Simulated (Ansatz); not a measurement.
# Ta in Ansatz: the effect of functional

The system is Ta.

```xyz
1
Lattice="-1.6622 1.6622 1.6622 1.6622 -1.6622 1.6622 1.6622 1.6622 -1.6622" Properties=species:S:1:pos:R:3 pbc="T T T"
Ta    0.0000    0.0000    0.0000
```

The cell isn't the ideal one: volume scaled by 1.02.

Alike in all runs:

- Program: Ansatz 0.2.0
- Task: single point
- Potentials or basis: Ansatz PAW
- k mesh: 11 × 11 × 11
- Occupations: fermi-dirac, width 0.05 eV
- Spin: no spin polarisation

```tsv
functional	cutoff	pressure (GPa)
LDA	420 eV (not typed: the program's choice for these potentials)	-12.9
r2SCAN	500 eV (not typed: the program's choice for these potentials)	-3.8
PBE	420 eV (not typed: the program's choice for these potentials)	?
```

Problem. What does the run with functional PBE give?

Solution. Pressure -1.3 GPa.

Caveats: the PAW data sets come from PBE, with cores solved anew for the run's functional, which leaves a small shift of forces and pressure (some runs).
